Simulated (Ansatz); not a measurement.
The system is CdS.

```
CELL_PARAMETERS angstrom
0.00000 2.75324 2.75324
2.75324 0.00000 2.75324
2.75324 2.75324 0.00000
ATOMIC_POSITIONS crystal
Cd 0.00000 0.00000 0.00000
S 0.50000 0.50000 0.50000
```

Measurements of this composition are mostly on another form, of space group No. 186.

Base run:

* Program: Ansatz 0.2.0
* Functional: revPBE
* Potentials or basis: Ansatz PAW
* Cutoff: 420 eV (not typed: the program's choice for these potentials)
* k mesh: 8 × 8 × 8
* Occupations: fermi-dirac, width 0.05 eV
* Spin: no spin polarisation

Its results: band gap on the k mesh 0.35 eV, indirect (least direct gap 1.65 eV); pressure 1.4 GPa.

Q: After a change of settings the same cell gave: band gap on the k mesh 0.16 eV, indirect (least direct gap 1.52 eV); pressure 4.1 GPa. Which change was it?
A. functional from revPBE to BLYP
B. functional from revPBE to r2SCAN; cutoff from 420 eV (not typed: the program's choice for these potentials) to 500 eV (not typed: the program's choice for these potentials)
C. functional from revPBE to RPBE

A: A.

Caveats: the PAW data sets come from PBE, with cores solved anew for the run's functional, which leaves a small shift of forces and pressure.

Runs at the PBE level aren't shown here.
